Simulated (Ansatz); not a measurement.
A series in volume per atom on Ba

All results are calculated (Ansatz 0.2.0). Periodic Kohn-Sham DFT of a crystal at fixed atoms; pressure and stress are positive in compression; the energy is the free energy less that of spherical unpolarised free atoms; site moments are those in the method's own spheres, positive along +z.

Cell of the first row (space group Pm-3m, No. 221):
```
Ba
1.0
      3.8832     0.0000     0.0000
      0.0000     3.8832     0.0000
      0.0000     0.0000     3.8832
Ba
1
Direct
  0.00000 0.00000 0.00000
```

Settings of every row: method frozen-core PAW; functional PBE; relativity scalar; k mesh 13x13x13; filling fermi-dirac; smearing width 0.05 eV; wave cutoff 420 eV; paw set soft_2.

Atom start moment: 0 on all atoms.

Limits: no spin-orbit coupling on heavy atoms; the cell comes from a prototype or a list of computed structures and needn't be the stable phase.

Limits of some rows: small gap, it may come from the mesh (row 2, 4, 5).

| row | volume per atom (Å³) | pressure (GPa) |
| --- | --- | --- |
| 1 | 58.556 | 0.407 |
| 2 | 60.097 | 0.187 |
| 3 | 61.638 | -0.009 |
| 4 | 63.179 | ? |
| 5 | 64.72 | -0.339 |

Question: what pressure should row 4 give?

Worked fit of pressure. Take u = (V_r/V)^(2/3) − 1 with V_r = 60.867 Å³ an atom, which is twice the finite (Eulerian) strain; such expansions in the strain, on which the Birch-Murnaghan equation of state is built, carry the rest volume and the bulk modulus. The shown rows have u = 0.02614, 0.00852, -0.00836, -0.04009. Least squares give pressure = 0.0863 + 11.613 × u + 25.06 × u² GPa; a straight line predicts inner rows, each left out in turn, worse (root mean square 0.017 against 0.00011 GPa). All shown rows lie on it to the printed digit. The pressure vanishes at u = -0.0076, or V = 61.56 Å³ an atom, and there the bulk modulus at fixed shape and fractions is B = −V dP/dV = (2/3)(1 + u) dP/du = 7.43 GPa. The withheld row has u = -0.02455, so the fit gives 0.0863 + 11.613 × (-0.02455) + 25.06 × (-0.02455)² = -0.184 GPa.

The calculation gave -0.183 GPa. The fit lies 0.001 GPa (0.13 % of the column's range) below it, one unit of the last digit.
